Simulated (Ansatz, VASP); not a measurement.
**W in VASP and in Ansatz**

INCAR

```
SYSTEM = W
ALGO = Normal ; EDIFF = 1E-6
ENCUT = 520 ; GGA = PS
ISIF = 2 ; ISMEAR = -1
LASPH = .TRUE. ; LCHARG = .TRUE.
LELF = .TRUE. ; LREAL = .FALSE.
LVHAR = .TRUE. ; LWAVE = .FALSE.
NBANDS = 13 ; NELM = 60
PREC = Accurate ; SIGMA = 0.1
```

KPOINTS

```
k-points
0
G
  16 16 16
  0 0 0
```

The input POSCAR:

```
W
1.0
    2.2604589503      0.0000000000      0.0000000000
    0.0000000000      2.2604589503      0.0000000000
    0.0000000000      0.0000000000      2.2604589503
W
1
Direct
    0.0000000000      0.0000000000      0.0000000000
```

Input for Ansatz:

```yaml
crystal:
  lattice:
    - [2.2604589503, 0.0, 0.0]
    - [0.0, 2.2604589503, 0.0]
    - [0.0, 0.0, 2.2604589503]
  atoms:
    - { symbol: W, position: [0.0, 0.0, 0.0] }
kpoints:
  mp_grid: { grid: [16, 16, 16] }
scf:
  occupations: { method: fermi_dirac, width: 0.1 }
hamiltonian:
  xc: pbesol
  pseudopotentials: { kind: paw }
output:
  forces: true
  stress: true
  eigenvalues: true
  populations: true
```

Change from the starting cell: volume scaled by 0.65, PAW files.

Alike in both runs: task single point; functional PBEsol; k mesh 16 × 16 × 16; occupations fermi-dirac, width 0.1 eV; no spin polarisation.

```csv
,VASP,Ansatz
version,VASP 6.6.1,Ansatz 0.2.0
potentials or method,"VASP PAW PBE potentials, release 64 (W_sv)","PAW with Ansatz's default frozen-core files, scalar-relativistic"
plane-wave cutoff (eV),520,420
valence electrons in the cell,14,14
```

|  | VASP | Ansatz | Ansatz less VASP |
| --- | --- | --- | --- |
| pressure (GPa) | 250.1 | 238.8 | -11.25 |

Caveats: the cell as given lies far from equilibrium; so large a pressure means that the cell lies far from this level's equilibrium, or that cutoff or potentials fall short (VASP); the potentials were made for another functional, which shifts forces and pressure (VASP). Spin-orbit coupling is left out, which matters for the levels of W.
